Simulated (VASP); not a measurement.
Here is a VASP 6.6.1 calculation.

INCAR

```
SYSTEM = SnSe
PREC     = Accurate       ! precision mode
ENCUT    = 520            ! plane-wave cutoff, eV
EDIFF    = 1E-6           ! SCF threshold, eV
ISMEAR   = 0              ! smearing method
SIGMA    = 0.05           ! smearing width, eV
LREAL    = .False.        ! projectors in reciprocal space
LASPH    = .True.         ! aspherical terms in the spheres
NELM     = 100            ! most SCF steps
ALGO     = Fast           ! electronic algorithm
ISIF     = 2              ! what is computed and relaxed
LWAVE    = .False.        ! write WAVECAR
LCHARG   = .False.        ! write CHGCAR
GGA      = PE             ! functional
IVDW     = 12             ! dispersion correction
NBANDS   = 28             ! bands
```

KPOINTS

```
Automatic mesh
0
Gamma
  6 6 4
  0 0 0
```

POSCAR

```
SnSe
1.0
    3.6425283062      0.0000000000      0.0000000000
    0.0000000000      3.6425283062      0.0000000000
    0.0000000000      0.0000000000     10.9906921300
Sn Se
2 2
Direct
    0.5000000000      0.0000000000      0.3722291100
    0.0000000000      0.5000000000      0.6277708900
    0.5000000000      0.0000000000      0.6160394900
    0.0000000000      0.5000000000      0.3839605100
```

Potentials or basis: VASP PAW PBE potentials, release 64 (Sn_d, Se).

Launch:

```console
$ cat potpaw_PBE.64/Sn_d/POTCAR potpaw_PBE.64/Se/POTCAR > POTCAR
$ mpirun -np 1 vasp_std > vasp.out
```

Problem. Estimate the dispersion energy per atom.

Solution. -0.335 eV.

Problem. Predict the band gap on the k mesh.

Solution. None (metal or under the smearing width).

Problem. What does it give for the largest force?

Solution. 1.801 eV/Å.

Forces on the atoms (eV/Å):
```
Sn   0.000  0.000 -1.801
Sn   0.000  0.000  1.801
Se   0.000  0.000  0.177
Se   0.000  0.000 -0.177
```
